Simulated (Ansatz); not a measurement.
## PbS (Galena) under changes of volume

One of the cells (26.086 Å³/atom); the others are scaled copies at fixed shape and fractional positions:

```
Pb S
1.0
     0.00000    2.96575    2.96575
     2.96575    0.00000    2.96575
     2.96575    2.96575    0.00000
Pb S
1 1
Direct
  0.00000 0.00000 0.00000
  0.50000 0.50000 0.50000
```

* Program: Ansatz 0.2.0
* Functional: SVWN5
* Potentials or basis: Ansatz PAW
* Cutoff: 420 eV (not typed: the program's choice for these potentials)
* k mesh: 8 × 8 × 8
* Occupations: fermi-dirac, width 0.05 eV
* Spin: no spin polarisation

| volume (Å³/atom) | energy over the lowest point (meV/atom) | pressure (GPa) | gap on the mesh (eV) |
| --- | --- | --- | --- |
| 24.521 | 1.25 | 1.1 | 0.01 |
| 25.042 | 0.00 | -0.3 | 0.08 |
| 25.564 | 2.94 | -1.5 | 0.16 |
| 26.086 | 9.72 | -2.6 | 0.23 |
| 26.607 | ? | ? | ? |
| 27.129 | 33.32 | -4.6 | 0.36 |
| 27.651 | 49.48 | -5.4 | 0.42 |

Task: What does the run at 26.607 Å³/atom give?

Result: Energy over the lowest point 19.96 meV/atom; pressure -3.7 GPa; gap on the mesh 0.30 eV.

Worked out: A Birch-Murnaghan fit of order 3 (a polynomial in V^(-2/3)) to the other rows has its minimum at 24.93 Å³/atom with B0 = V·E''(V) = 63 GPa and B' = 3.9. It gives 19.95 meV/atom at 26.607 Å³/atom, against the run's 19.96, and -dE/dV = -3.6 GPa, against -3.7.

Energies are extrapolated to zero smearing.

Caveats: spin-orbit coupling is left out, which as a rule narrows the gap of such compounds by several tenths of an eV; the PAW data sets come from PBE, with cores solved anew for the run's functional, which leaves a small shift of forces and pressure.

A mesh can miss the band edges.
